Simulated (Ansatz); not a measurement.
Zinc-blende AlSb, treated with G0W0@PBE0 in Ansatz (hard PAW, contour deformation, complete-basis limit).

Numerical settings: largest k mesh 6×6×6 (not extrapolated in the mesh).

Cell (measured lattice):

```
CELL_PARAMETERS angstrom
      0.00000    -3.06775     3.06775
      3.06775    -3.06775     0.00000
      3.06775     0.00000     3.06775
ATOMIC_POSITIONS crystal
  Al 0.00000 0.00000 0.00000
  Sb 0.25000 0.25000 0.25000
```

Task: Predict the band gap.

Result: 
* **band gap**: 2.21 eV

Measured, for comparison: band gap 1.73 eV (zero-point renormalisation of 35 meV (experimental, the table's column) added back here, indirect; inputs from Miglio et al. (2020), arXiv:2011.12765).

Note: GW on a hybrid start was not checked against another program; cell and atoms aren't relaxed at this level; the gap holds a correction of +0.12 eV to the complete basis.

Spin–orbit coupling is not included; with these elements it can move the gap by several tenths of an eV or more.

Ansatz is a program for electronic structure.
